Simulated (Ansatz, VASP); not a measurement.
## One calculation of NaF (Villiaumite), two programs

```
Na F
1.0
     0.00000    2.25121    2.25121
     2.25121    0.00000    2.25121
     2.25121    2.25121    0.00000
Na F
1 1
Direct
  0.00000 0.00000 0.00000
  0.50000 0.50000 0.50000
```

Alike in both runs: functional LDA; k mesh 10 × 10 × 10; occupations fermi-dirac, width 0.02 eV; no spin polarisation.

Ansatz relaxed the structure, and its values are those at the end. VASP's run is a single point on that final structure, the one shown.

|  | VASP | Ansatz |
| --- | --- | --- |
| version | VASP 6.6.1 | Ansatz 0.2.0 |
| potentials or method | VASP PAW LDA potentials, release 64 (Na_pv, F) | PAW plane waves |
| plane-wave cutoff (eV) | 520 | 420 |
| valence electrons in the cell | 14 | 16 |

Ansatz gave:

* gap on the k mesh at the Fermi level (eV): 6.46
* pressure (GPa): 0.0

Q: Which values does VASP return?

A: gap on the k mesh at the Fermi level (eV): 6.44; pressure (GPa): 0.0.

The two sets of potentials don't hold the same shells in valence. Ansatz warned: «pseudo_functional_mismatch».

A k mesh can miss the band edges.
